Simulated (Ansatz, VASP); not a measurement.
**NaF (Villiaumite) in two plane-wave programs**

Wanted: the spread between two codes on one cell, functional and k mesh. The cell is a member of a volume series, scaled by 0.985 from a relaxed one, so a pressure remains. Other levels of theory on this material are compared in a session of their own.

Program: Ansatz 0.2.0. Level of theory: plane waves, with VASP 6.6.1 beside it; single point at r2SCAN. Results are calculated unless marked as measured.

## 1. The starting structure

Symmetry: Fm-3m, No. 225, cubic system. The conventional cell has a = 4.553 Å, b = 4.553 Å, c = 4.553 Å, α = 90.00°, β = 90.00°, γ = 90.00°. Na has 6 F at 2.28 Å nearest. Nearest to F lie 6 Na at 2.28 Å. Farther neighbours and most contacts between anions are not listed.

Structure file:

```cif
data_structure
_symmetry_space_group_name_H-M 'P 1'
_symmetry_Int_Tables_number 1
_cell_length_a 3.2198
_cell_length_b 3.2198
_cell_length_c 3.2198
_cell_angle_alpha 60.000
_cell_angle_beta 60.000
_cell_angle_gamma 60.000
_cell_volume 23.60
loop_
_atom_site_label
_atom_site_type_symbol
_atom_site_fract_x
_atom_site_fract_y
_atom_site_fract_z
_atom_site_occupancy
Na1 Na 0.00000 0.00000 0.00000 1
F2 F 0.50000 0.50000 0.50000 1
```

## 2. Ansatz: single point, r2SCAN, volume scaled by 0.985

Ansatz runs on its default PAW (the set named soft_2) files.

With cell and atoms fixed, the geometry can't cause a difference; cores, projectors, grids and the points listed under the comparison can.

input.yaml

```yaml
crystal:
  lattice:
    - [0.0, 2.27673551, 2.27673551]
    - [2.27673551, 0.0, 2.27673551]
    - [2.27673551, 2.27673551, 0.0]
  atoms:
    - { symbol: Na, position: [0.0, 0.0, 0.0] }
    - { symbol: F, position: [0.5, 0.5, 0.5] }
hamiltonian:
  xc: r2scan
  pseudopotentials: { kind: paw }
kpoints:
  mp_grid: { grid: [8, 8, 8] }
scf:
  occupations: { method: gaussian, width: 0.03 }
  n_extra_bands: 4
output:
  forces: true
  stress: true
  eigenvalues: true
```

Run with:

```bash
$ ansatz run input.yaml --threads 2 --pin off --max-ram 4608MiB --backend cpu --events-out ev --progress --plain --runs-dir out
```

Numbers of over 12 decimals in the logs are rounded to 6 here.

Log:

```text
scf.n_extra_bands = 4 over 8 filled bands (N_el = 16.0): the run solves 12 bands
Engine: ansatz 0.2.0, aarch64-unknown-linux-gnu
Pseudopotentials: kind: paw
Pseudopotential: Na, paw, valence charge 9, recommended cutoff 500 eV (meta_gga), Na.paw.azcp
Pseudopotential: F, paw, valence charge 7, recommended cutoff 500 eV (meta_gga), F.paw.azcp
Functional definition: r2SCAN
  parameter k0 = 0.174
  parameter k1 = 0.065
  parameter a1 = 4.9479
  exchange = r2scan_x(k0 = k0, k1 = k1, a1 = a1)
  correlation = r2scan_c
Crystal: 2 atoms, lattice volume = 23.603 Å³
Basis set: ecut = 500 eV, 609 PW (Γ), exchange–correlation on 96×96×96 points (64 copies of the dense FFT grid, shifted against one another)
Bands: 12, of which v1, the nominal top of the filled ones, is band 8 counted from 1 (7 counted from 0)
Symmetry: 48 space group operations
Space group: Fm-3m (ITA 225), of the structure as read, at distance tolerance 2.9e-5 Å
k-points: 29 of 512
Non-local potential: Na, projectors of the file, l = 0: 3, l = 1: 2, l = 2: 1
Non-local potential: F, projectors of the file, l = 0: 2, l = 1: 2, l = 2: 1
PAW form: soft (Blöchl's): semilocal exchange-correlation on the pseudo side does not see the compensation charge
PAW frozen core: Na, regenerated for the run's functional (the file was generated under x = pbe(κ = 0.804, μ = 0.219515), c = pbe(β = 0.066725))
PAW frozen core: F, regenerated for the run's functional (the file was generated under x = pbe(κ = 0.804, μ = 0.219515), c = pbe(β = 0.066725))
PAW one-centre angular grid: Na, 302 points (default); XC on 339 of its mesh's 2595 points in the sphere
PAW one-centre angular grid: F, 302 points (default); XC on 160 Gauss nodes
Initial density: superposition of atomic densities (neutral atoms: chi_scale 0, normalization atom), corrected by the library's trained network
Initial wavefunctions: pseudopotential atomic-orbital guess
Functional: x = r2scan, c = r2scan; τ floored in thin density (d = 2e-4 eV/Å³)
SCF iter   1: F=—  HF=-2301.338130 eV  |F-HF|=—  |Δ(HF+E_count)|=         —  Δρ=9.69e-3  dr2=1.32e-2  dr2_τ=2.86e-2  ethr=1.77e-3  ⟨swp⟩=5.8  Hψ=2009  notcnv=0
preconditioner: auto → none  [insulator: Δε(μ)=7.645 eV  Ē_g=28.599 eV  σ=0.030 eV  W_gap=1.00  n_scr=8 (ndim 8)  ℏωp=28.6 eV  f_vac=0.103  D(μ)=0.00/eV (n_scr^D=0)  ε∞_Penn≈2.0]
SCF iter   2: F=—  HF=-2301.369590 eV  |F-HF|=—  |Δ(HF+E_count)|=   3.15e-2  Δρ=3.74e-3  dr2=8.49e-4  dr2_τ=4.37e-4  ethr=8.28e-5  ⟨swp⟩=3.0  Hψ=1015  notcnv=0
SCF iter   3: F=—  HF=-2301.369726 eV  |F-HF|=—  |Δ(HF+E_count)|=   1.36e-4  Δρ=1.11e-3  dr2=2.03e-4  dr2_τ=3.68e-5  ethr=5.30e-6  ⟨swp⟩=2.7  Hψ=686  notcnv=0
SCF iter   4: F=—  HF=-2301.369705 eV  |F-HF|=—  |Δ(HF+E_count)|=   2.15e-5  Δρ=5.17e-4  dr2=1.51e-5  dr2_τ=4.58e-6  ethr=1.27e-6  ⟨swp⟩=2.1  Hψ=428  notcnv=0
SCF iter   5: F=—  HF=-2301.369708 eV  |F-HF|=—  |Δ(HF+E_count)|=   2.64e-6  Δρ=3.25e-5  dr2=4.28e-8  dr2_τ=3.26e-8  ethr=9.46e-8  ⟨swp⟩=2.4  Hψ=495  notcnv=0
SCF iter   6: F=-2301.369708 eV  HF=-2301.369708 eV  |F-HF|=2.02e-9  |Δ(HF+E_count)|=   1.38e-7  Δρ=6.71e-6  dr2=3.80e-9  dr2_τ=1.05e-9  ethr=2.67e-10  ⟨swp⟩=2.0  Hψ=1174  notcnv=0
SCF 1 converged in 6 iterations: F = -2301.369708 eV  dr2 = 3.80e-9
  greatest PAW one-centre occupation: 1.000 electrons in one spin orbital (limit 2), on the Na atom at site 0 (counted from 0), in its partial waves of l = 0
SCF converged after 6 iterations
Free energy (F): -2301.369708 eV
Harris-Foulkes:  -2301.369708 eV  (|F-HF|=2.02e-9)
Internal energy: -2301.369708 eV  (E = F + TS)
E sigma→0 (E₀):  -2301.369708 eV
Fermi energy:    4.500549 eV
--- Per-component energies (eV) ---
  E_band       = -245.276116
  E_kinetic    = 331.285368
  E_local      = -1664.148147  (includes V_loc(G=0)·N_el)
  E_nonlocal   = 188.920287
  E_hartree    = 590.369031
  E_xc         = -117.487939
  E_vxc        = -173.662787  (∫ρ·V_xc dr)
  E_paw        = -470.717338  (= ΣΔE_a)
  E_vpaw       = -122.076615  (= ΣTr[D̂ρ^β])
  E_aug_tail   = 0.001154  (compensation charges beyond the density's cutoff)
  E_vtau       = 13.668210  (kinetic-family band-sum trace: ∫τ·v_τ [+ j·A + Jᵃ·Aᵃ] dr)
  E_ewald      = -1159.534465
  E_core_change = -0.057659  (= ΣΔE_core)
  E_smearing   = -0.000000  (= −TS)
  E_closure    = -0.000000  (closes the sum)
  Σ components = -2301.369708   (vs F -2301.369708, Δ=0.00e0)
--- Forces (eV/Å), atoms counted from 1 ---
  atom   1  Na    -0.00000000    -0.00000000    -0.00000000
  atom   2  F      0.00000000     0.00000000    -0.00000000
  max |Σ_I F_I| component: 3.51e-29 eV/Å
--- Stress (GPa, compression-positive) ---
        1.556943      -0.000000       0.000000
       -0.000000       1.556943       0.000000
       -0.000000      -0.000000       1.556943
  P = ⅓ Tr σ = 1.5569 GPa (15.569 kbar)
--- Band table (eV; the first three rows and the last of 29) ---
  k-point 0: bands = [... 4 lower, -18.4525, 0.7807, 0.7807, 0.7807, 8.2203, 21.2410, 21.2410, 21.2410]
  k-point 1: bands = [... 4 lower, -18.3631, 0.4786, 0.7387, 0.7387, 8.7842, 19.3387, 21.5175, 21.5175]
  k-point 2: bands = [... 4 lower, -18.1769, -0.1494, 0.6385, 0.6385, 10.1537, 17.2098, 22.1668, 22.1668]
  k-point 28: bands = [... 4 lower, -18.2349, -0.1430, -0.1430, 0.1730, 15.2354, 15.2354, 17.9222, 19.4754]
```

Wall time 0.92 s (2 threads of Arm Neoverse V1, shared host); peak memory 0.32 GiB; 1.7 s of CPU time.

The column dr2 measures how far the density is from self-consistency, as an energy; F and HF (Harris–Foulkes) agree once it is small.

The run ends at a pressure of 1.56 GPa.

## 3. VASP: single point, r2SCAN, volume scaled by 0.985

The same cell, functional, mesh and smearing now go to VASP, with its own data sets and cutoff.

Lines of VASP's logs that name or quote its potential files are left out, and so is its time.

The input asks for a relaxation, which ended at its first step since no free force or stress exceeded the threshold; so it serves as a single point.

INCAR

```
SYSTEM = NaF
PREC = Accurate
ENCUT = 560
EDIFF = 1E-06
NELM = 100
ISMEAR = 0
SIGMA = 0.03
LREAL = .FALSE.
ALGO = Normal
METAGGA = R2SCAN
LASPH = .TRUE.
NBANDS = 13
LORBIT = 11
LWAVE = .FALSE.
LCHARG = .FALSE.
KPAR = 4
IBRION = 2
NSW = 30
ISIF = 4
EDIFFG = -0.01
```

POSCAR

```
NaF
1.0
    0.0000000000      2.2767355076      2.2767355076
    2.2767355076      0.0000000000      2.2767355076
    2.2767355076      2.2767355076      0.0000000000
Na F
1 1
Direct
    0.0000000000      0.0000000000      0.0000000000
    0.5000000000      0.5000000000      0.5000000000
```

KPOINTS

```
Automatic mesh
0
Gamma
8 8 8
0 0 0
```

Potentials, in the order of the species: Na_pv and F (PBE family, release 64).

Run with:

```bash
$ mpirun -np 4 vasp_std
```

Log:

```text
[banner, memory and clock lines left out]
running    4 mpi-ranks, on    1 nodes
 distrk:  each k-point on    1 cores,    4 groups
 distr:  one band on    1 cores,    1 groups

 POSCAR found type information on POSCAR NaF
 POSCAR found :  2 types and       2 ions
|                                                                             |
|               ----> ADVICE to this user running VASP <----                  |
|                                                                             |
|     You enforced a specific xc type in the INCAR file but a different       |
|     [... a line on the potential file left out ...]
|     I HOPE YOU KNOW WHAT YOU ARE DOING!                                     |
|                                                                             |

 LDA part: xc-table for (None), standard interpolation
 POSCAR, INCAR and KPOINTS ok, starting setup
 FFT: planning ... GRIDC
 FFT: planning ... GRID_SOFT
 FFT: planning ... GRID
 WAVECAR not read
 entering main loop
       N       E                     dE             d eps       ncg     rms          rms(c)
DAV:   1     0.111186792610E+03    0.11119E+03   -0.84144E+03   769   0.144E+03
DAV:   2    -0.101032500177E+02   -0.12129E+03   -0.11187E+03   809   0.374E+02
DAV:   3    -0.160348254501E+02   -0.59316E+01   -0.59172E+01   979   0.794E+01
DAV:   4    -0.160867377310E+02   -0.51912E-01   -0.51910E-01   784   0.774E+00
DAV:   5    -0.160873048823E+02   -0.56715E-03   -0.56715E-03   954   0.811E-01    0.481E+00
DAV:   6    -0.125903656640E+02    0.34969E+01   -0.13304E+00   825   0.147E+01    0.153E+00
DAV:   7    -0.125926963007E+02   -0.23306E-02   -0.34198E-01   867   0.642E+00    0.131E+00
DAV:   8    -0.126293407521E+02   -0.36644E-01   -0.22185E-01   759   0.624E+00    0.109E+00
DAV:   9    -0.126029497280E+02    0.26391E-01   -0.10299E-01   830   0.393E+00    0.688E-02
DAV:  10    -0.126030066283E+02   -0.56900E-04   -0.23448E-03   794   0.552E-01    0.672E-02
DAV:  11    -0.126030414395E+02   -0.34811E-04   -0.34245E-04   784   0.236E-01    0.182E-02
DAV:  12    -0.126030128848E+02    0.28555E-04   -0.15672E-05   904   0.453E-02    0.431E-03
DAV:  13    -0.126029985982E+02    0.14287E-04   -0.48731E-06   784   0.224E-02    0.378E-03
DAV:  14    -0.126029980572E+02    0.54099E-06   -0.23121E-07   442   0.542E-03
   1 F= -.12602998E+02 E0= -.12602998E+02  d E =-.126030E+02
 curvature:   0.00 expect dE= 0.000E+00 dE for cont linesearch  0.000E+00
 trial: gam= 0.00000 g(F)=  0.381E-62 g(S)=  0.208E-33 ort = 0.000E+00 (trialstep = 0.100E+01)
 search vector abs. value=  0.100E-09
 reached required accuracy - stopping structural energy minimisation
```

OUTCAR, selected parts (step 3):

```text
ion  position               nearest neighbor table
   1  0.000  0.000  0.000-   2 2.28   2 2.28   2 2.28   2 2.28   2 2.28   2 2.28
   2  0.500  0.500  0.500-   1 2.28   1 2.28   1 2.28   1 2.28   1 2.28   1 2.28

  LATTYP: Found a face centered cubic cell.
 ALAT       =     4.5534710152

 Subroutine GETGRP returns: Found 48 space group operations
 (whereof 48 operations were pure point group operations)

The static configuration has the point symmetry O_h .

 Found     29 irreducible k-points:

   k-points           NKPTS =     29   k-points in BZ     NKDIM =     29   number of bands    NBANDS=     13

   dimension x,y,z NGX =    28 NGY =   28 NGZ =   28
   dimension x,y,z NGXF=    56 NGYF=   56 NGZF=   56

   ENCUT  =  560.0 eV  41.16 Ry    6.42 a.u.   6.21  6.21  6.21*2*pi/ulx,y,z

   NELECT =      14.0000    total number of electrons

 k-points in reciprocal lattice and weights: Automatic mesh
   0.00000000  0.00000000  0.00000000       0.002
   0.12500000  0.00000000  0.00000000       0.016
   0.25000000  0.00000000  0.00000000       0.016
   0.37500000  0.00000000  0.00000000       0.016
   0.50000000  0.00000000  0.00000000       0.008
   0.12500000  0.12500000  0.00000000       0.012
   0.25000000  0.12500000  0.00000000       0.047
   0.37500000  0.12500000  0.00000000       0.047
   0.50000000  0.12500000  0.00000000       0.047
[...]
-0.37500000  0.50000000  0.12500000       0.023
  -0.25000000  0.50000000  0.25000000       0.012

 average (electrostatic) potential at core
       1 -51.3473       2 -81.7310

 E-fermi :  -2.2921

 k-point     1 :       0.0000    0.0000    0.0000
  band No.  band energies     occupation
    ...
      3     -21.8371      2.00000
      4     -21.8371      2.00000
      5      -2.4970      2.00000
      6      -2.4969      2.00000
      7      -2.4969      2.00000
      8       4.9808      0.00000
      9      17.6657      0.00000
     10      17.6657      0.00000
     11      17.6658      0.00000
     12      20.4473      0.00000
    ...

 k-point     2 :       0.1250    0.0000    0.0000
  band No.  band energies     occupation
    ...
      3     -21.8389      2.00000
      4     -21.7391      2.00000
      5      -2.7982      2.00000
      6      -2.5410      2.00000
      7      -2.5410      2.00000
      8       5.5422      0.00000
      9      15.8662      0.00000
     10      17.9576      0.00000
     11      17.9578      0.00000
     12      22.6823      0.00000
    ...

 k-point     3 :       0.2500    0.0000    0.0000
  band No.  band energies     occupation
    ...
      3     -21.8433      2.00000
      4     -21.5398      2.00000
      5      -3.4257      2.00000
      6      -2.6458      2.00000
      7      -2.6457      2.00000
      8       6.9054      0.00000
      9      13.8090      0.00000
     10      18.6730      0.00000
     11      18.6734      0.00000
     12      22.0779      0.00000
    ...

  Total        0.1270910      0.1270910      0.1270910      0.0000000      0.0000000      0.0000000
  in kB        8.6269561      8.6269561      8.6269561      0.0000000      0.0000000      0.0000000
  external PRESSURE =       8.6269561 kB  Pullay stress =       0.0000000 kB

  energy-cutoff  :      560.00
  volume of cell :       23.60
      direct lattice vectors                 reciprocal lattice vectors
     0.000000000  2.276735508  2.276735508    -0.219612686  0.219612686  0.219612686
     2.276735508  0.000000000  2.276735508     0.219612686 -0.219612686  0.219612686
     2.276735508  2.276735508  0.000000000     0.219612686  0.219612686 -0.219612686

 POSITION                                       TOTAL-FORCE (eV/Angst)
 -----------------------------------------------------------------------------------
      0.00000      0.00000      0.00000         0.000000      0.000000     -0.000000
      2.27674      2.27674      2.27674        -0.000000      0.000000      0.000000
 -----------------------------------------------------------------------------------
    total drift:                                0.000000      0.000000      0.000000

  FREE ENERGIE OF THE ION-ELECTRON SYSTEM (eV)
  ---------------------------------------------------
  free  energy   TOTEN  =       -12.6029980572 eV

  energy  without entropy=      -12.6029980572  energy(sigma->0) =      -12.60299806

 reached required accuracy - stopping structural energy minimisation

 total charge
# of ion       s       p       d       tot
------------------------------------------
    1        0.048   5.999   0.000   6.047
    2        1.729   4.415   0.000   6.143
--------------------------------------------------
tot          1.777  10.414   0.000  12.190

[... 3 further parts left out ...]
```

CONTCAR:

```
NaF
   1.00000000000000
     0.0000000000000000    2.2767355076000002    2.2767355076000002
     2.2767355076000002    0.0000000000000000    2.2767355076000002
     2.2767355076000002    2.2767355076000002    0.0000000000000000
  Na              F
     1     1
Direct
     0.0000000000000000    0.0000000000000000    0.0000000000000000
     0.5000000000000000    0.5000000000000000    0.5000000000000000
```

## 4. Comparison

Known differences besides the potentials themselves: VASP keeps PBE cores, Ansatz makes them for the functional; the data sets hold 16 valence electrons in Ansatz (default PAW (the set named soft_2) files) and 14 in VASP; the cutoff is 500 eV in Ansatz and 560 eV in VASP. Total energies have different zeros and are not compared.

Compared:

```
                                        quantity  Ansatz   VASP  difference
                                  pressure (GPa)    1.56   0.86       +0.69
pressure without Ansatz's Pulay correction (GPa)    1.47   0.86       +0.61
                          gap on the k mesh (eV)   7.440  7.478      -0.038
```

A gap on the mesh is an upper bound, since the band edges may lie between its points. Ansatz's pressure holds a Pulay correction of 0.09 GPa; VASP's holds none.

## 5. Results

* difference in gap on the k mesh (single point, r2SCAN, volume scaled by 0.985): -0.038 eV
* difference in pressure (single point, r2SCAN, volume scaled by 0.985): 0.69 GPa

**Reading.** The difference in pressure is 0.69 GPa (single point, r2SCAN, volume scaled by 0.985), within the 1 GPa picked in this series as the mark of a large difference. 4 further runs of this series are not shown here. How closely two codes agree says nothing of how well the functional describes the real material.

[Lines on the potential files, build, host, timing and source positions are cut from VASP's logs without a mark.]

[Logs are printed without paths, hosts, clocks, repeated set-up lines and the standing remarks that a program may print on its own settings, such as how far it seeks lower states.]

[Hosts, paths, dates, database ids (printed as entryN), source tags and the programs' standing remarks are cut or masked in the printed files.]
